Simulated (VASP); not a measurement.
# AlN (Fm-3m) in VASP: notebook, part 2 of 2

VASP 6.6.1. Earlier steps stand in the parts before.

### Step 3. G0W0 quasiparticle levels, PBE

POSCAR

```
AlN
1.0
    0.0000000000      2.0345180000      2.0345180000
    2.0345180000      0.0000000000      2.0345180000
    2.0345180000      2.0345180000      0.0000000000
Al N
1 1
Direct
    0.5000000000      0.5000000000      0.5000000000
    0.0000000000      0.0000000000      0.0000000000
```

INCAR.step1

```
SYSTEM = AlN
PREC = Accurate
ENCUT = 450
EDIFF = 1E-8
ISMEAR = 0
SIGMA = 0.01
LREAL = .False.
LASPH = .True.
NELM = 100
ALGO = Fast
LWAVE = .True.
LCHARG = .False.
GGA = PE
```

INCAR.step2

```
SYSTEM = AlN
PREC = Accurate
ENCUT = 450
EDIFF = 1E-8
ISMEAR = 0
SIGMA = 0.01
LREAL = .False.
LASPH = .True.
NELM = 1
ALGO = Exact
LWAVE = .True.
LCHARG = .False.
GGA = PE
NBANDS = 71
LOPTICS = .True.
ISTART = 1
```

INCAR.step3

```
SYSTEM = AlN
PREC = Accurate
ENCUT = 450
EDIFF = 1E-8
ISMEAR = 0
SIGMA = 0.01
LREAL = .False.
LASPH = .True.
ALGO = EVGW0
LWAVE = .False.
LCHARG = .False.
GGA = PE
NELMGW = 1
NBANDS = 71
ENCUTGW = 100
NOMEGA = 48
PRECFOCK = Fast
ISTART = 1
NBANDSGW = 12
```

KPOINTS

```
regular mesh
0
Gamma
  3 3 3
  0 0 0
```

Potentials or basis: VASP PAW PBE potentials, release 64 (Al_GW, N_GW).

On the command line:

```console
$ cat potpaw_PBE.64/Al_GW/POTCAR potpaw_PBE.64/N_GW/POTCAR > POTCAR
$ cp INCAR.step1 INCAR
$ mpirun -np 1 vasp_std > vasp.out
$ cp INCAR.step2 INCAR
$ mpirun -np 1 vasp_std > vasp.out
$ cp INCAR.step3 INCAR
$ mpirun -np 1 vasp_std > vasp.out
```

OUTCAR:

```text
SYSTEM = AlN
   PREC = Accurate
   ENCUT = 450
   EDIFF = 1E-8
   ISMEAR = 0
   LREAL = .False.
   LASPH = .True.
   GGA = PE
   NELMGW = 1
   ENCUTGW = 100
   PRECFOCK = Fast
   ISTART = 1

 Found      4 irreducible k-points:

 Following reciprocal coordinates:
            Coordinates               Weight
[... 85 lines left out ...]
      1      -8.8172     -10.2166     -16.5233     -14.5806     -24.7400       0.7203       2.0000       1.3479
      2       8.6417       8.1424     -17.9640     -17.3361     -21.4544       0.7952       2.0000       0.1294
      3       8.6417       8.1424     -17.9640     -17.3361     -21.4544       0.7952       2.0000       0.1294
      4       8.6417       8.1424     -17.9640     -17.3361     -21.4544       0.7952       2.0000       0.1294
      5      13.9874      14.9782     -13.3467     -14.5891      -8.4956       0.7974       0.0000      -0.1236
      6      20.5617      21.2762      -9.7203     -10.5979      -4.3058       0.8142       0.0000      -0.1614
      7      20.5617      21.2762      -9.7203     -10.5979      -4.3058       0.8142       0.0000      -0.1614
      8      20.5617      21.2762      -9.7203     -10.5979      -4.3058       0.8142       0.0000      -0.1614
      9      25.6576      25.7583      -9.2693      -9.4010      -2.4763       0.7647       0.0000      -0.5075
     10      26.0934      27.1333     -10.1768     -11.4784      -4.4140       0.7990       0.0000      -0.2413
     11      26.0934      27.1333     -10.1768     -11.4784      -4.4140       0.7990       0.0000      -0.2413
     12      26.9887      27.9180      -9.9416     -11.1255      -2.8392       0.7849       0.0000      -0.6189
[... 36 lines left out ...]
      1      -4.8088      -6.0981     -18.3288     -16.6934     -26.0140       0.7884       2.0000       1.0213
      2       2.4746       1.4202     -15.0806     -13.7206     -19.1605       0.7753       2.0000       0.2059
      3       2.7783       1.6941     -15.1645     -13.7664     -19.2138       0.7755       2.0000       0.1967
      4       6.7059       5.9629     -16.9685     -16.0312     -20.6361       0.7927       2.0000       0.1390
      5      14.9498      15.6526     -10.1161     -10.9767      -5.1572       0.8166       0.0000      -0.1267
      6      18.9626      20.2169     -13.1559     -14.7418      -7.8571       0.7910       0.0000      -0.1645
      7      20.4573      21.6892     -13.1905     -14.7638      -7.5244       0.7830       0.0000      -0.1975
      8      21.9832      23.0950     -10.8543     -12.2465      -4.9831       0.7986       0.0000      -0.2343
      9      24.8370      25.6112     -10.3874     -11.3985      -3.7527       0.7658       0.0000      -0.3719
     10      28.3344      29.0495      -9.6503     -10.5322      -3.1688       0.8109       0.0000      -0.5312
     11      31.7419      32.5849      -9.5946     -10.6832      -2.2499       0.7743       0.0000      -0.8089
     12      35.0344      36.3502     -11.2532     -12.9358      -3.8165       0.7820       0.0000      -1.0055
```

OUTCAR.step2:

```text
SYSTEM = AlN
   PREC = Accurate
   ENCUT = 450
   EDIFF = 1E-8
[... 518 lines left out ...]
  --------------------------------------------------------------------------------------------------------------
     0.00000     8.35310     8.35310     8.35310     0.00000     0.00000     0.00000
     1.86128     8.78560     8.78560     8.78560     0.00000     0.00000     0.00000
     3.72255    10.62212    10.62212    10.62212     0.00000     0.00000     0.00000
     5.58383     7.80238     7.80238     7.80238     0.00000     0.00000     0.00000
     7.44510     3.01305     3.01305     3.01305     0.00000     0.00000     0.00000
     9.30638   -11.46602   -11.46602   -11.46602    -0.00000    -0.00000    -0.00000
[... 92 lines left out ...]
   182.40507     0.97654     0.97654     0.97654    -0.00000    -0.00000    -0.00000
   184.26635     0.97704     0.97704     0.97704    -0.00000    -0.00000    -0.00000
```

Run time: 5.6 s. Hardware: 1 thread of Intel Xeon 6975P-C (Granite Rapids), shared host; peak memory 0.13 GiB.

These settings aren't checked as converged: the numbers below hold their error.

What came out:

* Band gap on the k mesh, mean-field level: 5.35 eV, direct
* Quasiparticle gap: 6.84 eV
* Least direct quasiparticle gap: 6.84 eV

Caveat: the k mesh is coarse (spacing up to 0.89 Å⁻¹), so the values aren't converged; bands, screening cutoff and mesh are small and nothing is extrapolated, so the quasiparticle values aren't converged.

### Step 4. G0W0 quasiparticle levels, PBE

POSCAR is that of step 3.

INCAR.step1 is that of step 3.

INCAR.step2 is that of step 3.

INCAR.step3: that of step 3 with these lines changed.

```diff
@@ -14,3 +14,3 @@
 NBANDS = 71
-ENCUTGW = 100
+ENCUTGW = 150
 NOMEGA = 48
```

KPOINTS is that of step 3.

Potentials or basis: VASP PAW PBE potentials, release 64 (Al_GW, N_GW).

On the command line:

```console
$ cat potpaw_PBE.64/Al_GW/POTCAR potpaw_PBE.64/N_GW/POTCAR > POTCAR
$ cp INCAR.step1 INCAR
$ mpirun -np 1 vasp_std > vasp.out
$ cp INCAR.step2 INCAR
$ mpirun -np 1 vasp_std > vasp.out
$ cp INCAR.step3 INCAR
$ mpirun -np 1 vasp_std > vasp.out
```

OUTCAR:

```text
SYSTEM = AlN
   PREC = Accurate
   ENCUT = 450
   EDIFF = 1E-8
   ISMEAR = 0
   LREAL = .False.
   LASPH = .True.
   GGA = PE
   NELMGW = 1
   ENCUTGW = 150
   PRECFOCK = Fast
   ISTART = 1

 Found      4 irreducible k-points:

 Following reciprocal coordinates:
            Coordinates               Weight
[... 84 lines left out ...]
      1      -8.8172     -10.3090     -16.6612     -14.5806     -24.7400       0.7170       2.0000       1.3648
      2       8.6417       7.9902     -18.1574     -17.3361     -21.4544       0.7933       2.0000       0.1255
      3       8.6417       7.9902     -18.1574     -17.3361     -21.4544       0.7933       2.0000       0.1255
      4       8.6417       7.9902     -18.1574     -17.3361     -21.4544       0.7933       2.0000       0.1255
      5      13.9874      14.9535     -13.3731     -14.5891      -8.4956       0.7945       0.0000      -0.1242
      6      20.5617      21.2740      -9.7237     -10.5979      -4.3058       0.8149       0.0000      -0.1618
      7      20.5617      21.2740      -9.7237     -10.5979      -4.3058       0.8149       0.0000      -0.1618
      8      20.5617      21.2740      -9.7237     -10.5979      -4.3058       0.8149       0.0000      -0.1618
      9      25.6576      25.8073      -9.2056      -9.4010      -2.4763       0.7662       0.0000      -0.5023
     10      26.0934      27.0956     -10.2222     -11.4784      -4.4140       0.7978       0.0000      -0.2424
     11      26.0934      27.0956     -10.2222     -11.4784      -4.4140       0.7978       0.0000      -0.2424
     12      26.9887      27.9219      -9.9362     -11.1255      -2.8392       0.7847       0.0000      -0.6134
[... 36 lines left out ...]
      1      -4.8088      -6.2366     -18.4993     -16.6934     -26.0140       0.7906       2.0000       1.0671
      2       2.4746       1.3448     -15.1810     -13.7206     -19.1605       0.7736       2.0000       0.2002
      3       2.7783       1.6182     -15.2652     -13.7664     -19.2138       0.7741       2.0000       0.1907
      4       6.7059       5.8380     -17.1282     -16.0312     -20.6361       0.7912       2.0000       0.1342
      5      14.9498      15.6552     -10.1130     -10.9767      -5.1572       0.8167       0.0000      -0.1270
      6      18.9626      20.1445     -13.2453     -14.7418      -7.8571       0.7898       0.0000      -0.1661
      7      20.4573      21.6163     -13.2831     -14.7638      -7.5244       0.7828       0.0000      -0.2011
      8      21.9832      23.0657     -10.8913     -12.2465      -4.9831       0.7988       0.0000      -0.2351
      9      24.8370      25.6108     -10.3880     -11.3985      -3.7527       0.7657       0.0000      -0.3714
     10      28.3344      29.0482      -9.6512     -10.5322      -3.1688       0.8103       0.0000      -0.5234
     11      31.7419      32.5952      -9.5803     -10.6832      -2.2499       0.7737       0.0000      -0.7981
     12      35.0344      36.2838     -11.3350     -12.9358      -3.8165       0.7805       0.0000      -1.0132
```

OUTCAR.step1:

```text
SYSTEM = AlN
   PREC = Accurate
   ENCUT = 450
   EDIFF = 1E-8
   ISMEAR = 0
   LREAL = .False.
   LASPH = .True.
[... 151 lines left out ...]
      2.03452      2.03452      2.03452         0.000000      0.000000     -0.000000
      0.00000      0.00000      0.00000        -0.000000     -0.000000      0.000000
 -----------------------------------------------------------------------------------
    total drift:                                0.000000     -0.000000     -0.000000

  FREE ENERGIE OF THE ION-ELECTRON SYSTEM (eV)
  ---------------------------------------------------
  free  energy   TOTEN  =       -14.1775501413 eV

  energy  without entropy=      -14.1775501413  energy(sigma->0) =      -14.17755014
```

Wall time 5.8 s (1 thread of Intel Xeon 6975P-C (Granite Rapids), shared host); peak memory 0.13 GiB.

The run converged, but some of its settings lie outside the range that counts as converged, so its numbers aren't taken as properties of the crystal.

What came out:

| Property | Result |
| --- | --- |
| Band gap on the k mesh, mean-field level | 5.35 eV, direct |
| Quasiparticle gap | 6.96 eV |
| Least direct quasiparticle gap | 6.96 eV |

Caveat: the k mesh is coarse (spacing up to 0.89 Å⁻¹), so the values aren't converged; bands, screening cutoff and mesh are small and nothing is extrapolated, so the quasiparticle values aren't converged.
